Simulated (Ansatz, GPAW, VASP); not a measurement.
# One calculation of Ag, 4 ways

```
Ag
1.0
     0.00000    2.04275    2.04275
     2.04275    0.00000    2.04275
     2.04275    2.04275    0.00000
Ag
1
Direct
  0.00000 0.00000 0.00000
```

Alike in all runs: task single point; functional RPBE; k mesh 11 × 11 × 11; occupations gaussian, width 0.05 eV; no spin polarisation; no spin-orbit coupling. Pressure is positive in compression and, in plane waves, holds the error of the finite cutoff, which Ansatz's Pulay term estimates and takes out.

```
                                                    program and potentials  plane-wave cutoff (eV)                                                                                                                            notes  pressure (GPa)
                                                        Ansatz, Ansatz PAW                     420  potentials made for PBE, which Ansatz adapts in part; 19 valence electrons an atom on average; Pulay term of +0.08 GPa included            8.41
                                VASP, PBE PAW files Ag, release 54, 520 eV                     520                                                                 potentials made for PBE; 11 valence electrons an atom on average            8.32
GPAW, the program's PAW data sets (release 1.2.1) made for this functional                     600                                                                                          17 valence electrons an atom on average            8.33
                            Ansatz, all-electron LAPW, scalar-relativistic                       -                                                                                                                                -            8.38
```

The pressure spans 8.32 (VASP, PBE PAW files Ag, release 54, 520 eV) to 8.41 GPa (Ansatz, Ansatz PAW), with all-electron results at 8.38. Some sets were made for another functional than the one run, which can shift their rows.

The functional is the same throughout but for its coding, so the spread measures potentials, basis and numerics; runs on potential files found faulty are left out.
